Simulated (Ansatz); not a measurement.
Starting cell, GeO₂ (rutile):

```
GeO2
1.0
    4.48750     0.00000     0.00000
    0.00000     4.48750     0.00000
    0.00000     0.00000     2.90497
Ge O
2 4
Direct
  0.00000   0.00000   0.00000
  0.50000   0.50000   0.50000
  0.30714   0.30714   0.00000
  0.80714   0.19286   0.50000
  0.19286   0.80714   0.50000
  0.69286   0.69286   0.00000
```

In each cell atom 2 (Ge, nearest neighbour O at 1.899 Å; its periodic images, 2.9 Å or more away, move with it) moves by s·(-0.456, -0.456, -0.765) (towards the nearest neighbour), the rest being held.

Method: PBE (plane waves to 420 eV, PAW, scalar-relativistic; Ansatz, a program for electronic structure). k mesh 6×6×9 (Γ-centred), Fermi-Dirac smearing 0.05 eV. E stands for the smeared free energy. Left out: 2 of 11 points, with atoms too close for the PAW data. GeO2 was relaxed with its symmetry unable to fall. ΔE is measured from the undisplaced structure.

```
s (Å)   ΔE (meV/cell)
------  -------------
-0.456           3688
-0.342           1711
-0.228       withheld
-0.114            150
0.000               0
0.114             150
0.228        withheld
0.342            1711
0.456            3688
```

Q: Fit an even polynomial form (powers 2, 4, 6) to the given rows and predict ΔE at s = 0.228.

A: Least squares on the 7 given rows: ΔE = (11190)·s² + (26700)·s⁴ + (22960)·s⁶, in meV/cell with s in Å; root-mean-square residual 0.2 meV/cell. At 0.228 the fit gives 657 meV/cell; the calculation gives 659 meV/cell, so the interpolation is off by -2 (-0.3 %). The quadratic term alone would give 582 meV/cell.

(For displaced atoms, the force is minus the slope of the energy, and its curvature is a force constant, which sets phonon frequencies.)
